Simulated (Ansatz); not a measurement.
## CdS: pressure against volume, fitted

```yaml
crystal:
  lattice:
    - [0.00000, 2.94295, 2.94295]
    - [2.94295, 0.00000, 2.94295]
    - [2.94295, 2.94295, 0.00000]
  atoms:
    - { symbol: Cd, position: [0.00000, 0.00000, 0.00000] }
    - { symbol: S, position: [0.75000, 0.75000, 0.75000] }
```

Atom numbers follow the list: Cd1, S2.

The cell is the one relaxed in the Materials Project (mp-2469), not relaxed further here; entries there can be hypothetical.

Method: DFT, PBE, all-electron LAPW, scalar-relativistic in Ansatz 0.2.0.

Numerical set-up: a Γ-centred 7×7×7 k mesh, Fermi–Dirac smearing of 0.02 eV, basis error target 0.5 meV/atom, no spin polarisation.

The cell is scaled evenly. Fractional coordinates are held (clamped ions).

```tsv
V (Å³/atom)	P (GPa)
23.960	5.37
24.469	3.82
24.979	2.43
25.234	1.80
25.489	1.19
25.744	0.62
25.999	0.08
26.508	-0.92
```

Task: Fit a third-order Birch–Murnaghan curve to the pressures.

Result: P = (3B0/2)(y^(7/2) − y^(5/2))[1 + (3/4)(B0′ − 4)(y − 1)] with y = (V0/V)^(2/3) fits within 0.01 GPa for V0 = 26.037 Å³/atom, B0 = 53.4 GPa and B0′ = 4.58.

Task: Predict the pressure at the withheld volume, 27.018 Å³/atom.

Result: There y = 0.9756, so the fit gives -1.81 GPa; the run gave -1.82 GPa.
